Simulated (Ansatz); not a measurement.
Volumes and bulk moduli along the 5d metals

Theory: Ansatz 0.2.0, DFT, PBEsol, plane waves (420 eV) with PAW, scalar-relativistic. The PAW files were generated under PBE, with cores re-solved for the functional.

Each structure is relaxed within its symmetry, in the lowest magnetic state of the tried starts. B₀ comes from uniform scaling at fixed shape; a dash is a value not given.

| element | structure | V (Å³/atom) | B₀ (GPa) | magnetic state |
| --- | --- | --- | --- | --- |
| Lu | hcp | 27.54 | 50 | spin not included |
| Hf | hcp | 21.62 | 114 | spin not included |
| Ta | bcc | 17.71 | 206 | spin not included |
| W | bcc | 15.70 | 323 | spin not included |
| Re | hcp | 14.56 | 390 | spin not included |
| Os | hcp | 13.89 | 432 | spin not included |
| Ir | fcc | 14.06 | 387 | non-magnetic |
| Pt | fcc | 15.05 | 287 | spin not included |
| Au | fcc | 17.00 | 174 | spin not included |
| Hg | alpha-Hg (rhombohedral) | 23.89 | - | spin not included |
